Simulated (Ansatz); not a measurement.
**Pt at fixed geometry**

The system is Pt, a structure type of another compound, with these elements put in. Wanted, at the geometry given: whether it is a metal or has a gap, how the charge is shared and how far the cell is from equilibrium.

Method: DFT, HSE06, no spin polarisation, plane waves, PAW, in Ansatz 0.2.0.

## Step 1: Geometry

The structure is cubic, space group Fm-3m (No. 225). Conventional cell: a = 4.120 Å, b = 4.120 Å, c = 4.120 Å, α = 90.00°, β = 90.00°, γ = 90.00°. Pt (site symmetry m-3m) has 12 Pt at 2.91 Å as nearest neighbours.

Structure file:

```
Pt
1.0
     0.00000    2.06009    2.06009
     2.06009    0.00000    2.06009
     2.06009    2.06009    0.00000
Pt
1
Direct
  0.00000 0.00000 0.00000
```

## Step 2: The calculation

input.yaml

```yaml
crystal:
  lattice:
    - [0.0, 2.060092, 2.060092]
    - [2.060092, 0.0, 2.060092]
    - [2.060092, 2.060092, 0.0]
  atoms:
    - { symbol: Pt, position: [0.0, 0.0, 0.0] }
  symmetry: { tolerance: 0.0003 }
kpoints:
  mp_grid: { grid: [5, 5, 5], shift: [0, 0, 0] }
magnetization:
  spin_polarized: false
scf:
  occupations: { method: fermi_dirac, width: 0.0256 }
hamiltonian:
  pseudopotentials: { kind: paw }
  xc: hse06
basis:
  ecutwfc: 420
  fft_grid_basis: typed
output:
  forces: true
  stress: true
  eigenvalues: true
  bader: true
  populations: true
  elf: true
  write_potential: true
  volumetric_format: npy
  dos:
    e_range: [-12, 8]
    de: 0.05
    projected: { site_lists: { Pt: [Pt] } }
```

What does the calculation give? Wanted: largest force; pressure; character.

The runs gave:

| quantity | value |
| --- | --- |
| largest force | 0.000 eV/Å |
| pressure | -21.7 GPa |
| character | metal |
| density of states, mean within 0.25 eV of the Fermi level | 2.1 per eV per cell |

In words: It is a metal; within 0.25 eV of the Fermi level the density of states averages 2.1 per eV per cell, mostly Pt d (93 %). The pressure of -21.7 GPa says the cell is too large.

Limits of this run: many states at the Fermi level without spin polarisation, so a magnetic state may lie lower; hybrid functional on a coarse k mesh, so gap or metal on the mesh may not be true; the exchange threshold is loose for a stress; the SCF threshold is loose for a stress.
